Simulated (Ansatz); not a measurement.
Density of states of SiO$_{2}$ (Fd-3m, a = 7.401 Å, b = 7.401 Å, c = 7.401 Å, α = 90.00°, β = 90.00°, γ = 90.00°), in states per eV and primitive cell, averaged over bins of 0.4 eV. All numbers below come from DFT r2SCAN, scalar-relativistic, plane waves, PAW (Ansatz).

Settings: cutoff 500 eV, Γ-centred mesh 6×6×6 on the computed 6-atom cell, Gaussian smearing of 0.02 eV; no spin polarisation.

The cell is relaxed at this level. The states (both spins) are summed by tetrahedra on a 9×9×9 mesh at the self-consistent density. Energies are bin centres; the table starts no lower than −8 eV and ends at 6 eV, or lower where the solved bands end.

The gap is 6.05 eV at this level, with the zero inside it.

| E − E_F (eV) | total | O 2p | Si 3p | O 2s | Si 3s |
| --- | --- | --- | --- | --- | --- |
| -5.95 | 6.22 | 5.33 | 0.59 | 0.18 | 0.01 |
| -5.55 | 8.78 | 8.12 | 0.37 | 0.11 | 0.00 |
| -5.15 | 6.29 | 5.81 | 0.29 | 0.07 | 0.00 |
| -4.75 | 3.62 | 3.41 | 0.11 | 0.03 | 0.00 |
| -4.35 | 2.40 | 2.28 | 0.06 | 0.02 | 0.00 |
| -3.95 | 4.95 | 4.75 | 0.11 | 0.02 | 0.00 |
| -3.55 | 4.46 | 4.33 | 0.07 | 0.01 | 0.00 |
| -3.15 | 3.29 | 3.25 | 0.01 | 0.00 | 0.00 |
| -2.75 | 0.00 | 0.00 | 0.00 | 0.00 | 0.00 |
| -2.35 | 0.00 | 0.00 | 0.00 | 0.00 | 0.00 |
| -1.95 | 0.00 | 0.00 | 0.00 | 0.00 | 0.00 |
| -1.55 | 0.00 | 0.00 | 0.00 | 0.00 | 0.00 |
| -1.15 | 0.00 | 0.00 | 0.00 | 0.00 | 0.00 |
| -0.75 | 0.00 | 0.00 | 0.00 | 0.00 | 0.00 |
| -0.35 | 0.00 | 0.00 | 0.00 | 0.00 | 0.00 |
| 0.05 | 0.00 | 0.00 | 0.00 | 0.00 | 0.00 |
| 0.45 | 0.00 | 0.00 | 0.00 | 0.00 | 0.00 |
| 0.85 | 0.00 | 0.00 | 0.00 | 0.00 | 0.00 |
| 1.25 | 0.00 | 0.00 | 0.00 | 0.00 | 0.00 |
| 1.65 | 0.00 | 0.00 | 0.00 | 0.00 | 0.00 |
| 2.05 | 0.00 | 0.00 | 0.00 | 0.00 | 0.00 |
| 2.45 | 0.00 | 0.00 | 0.00 | 0.00 | 0.00 |
| 2.85 | 0.00 | 0.00 | 0.00 | 0.00 | 0.00 |
| 3.25 | 0.13 | 0.00 | 0.01 | 0.02 | 0.05 |
| 3.65 | 0.29 | 0.01 | 0.06 | 0.04 | 0.08 |
| 4.05 | 0.43 | 0.02 | 0.12 | 0.06 | 0.10 |
| 4.45 | 0.57 | 0.03 | 0.18 | 0.07 | 0.11 |
| 4.85 | 0.72 | 0.04 | 0.26 | 0.09 | 0.11 |
| 5.25 | 1.00 | 0.06 | 0.38 | 0.12 | 0.13 |
| 5.65 | 1.23 | 0.08 | 0.52 | 0.12 | 0.09 |

The columns after the total are the Löwdin projections on the occupied valence shells of the potentials. The rest of the total lies in shells that are empty in the free atom, which aren't projected, and between the atoms.

This form isn't the usual stable structure of the compound.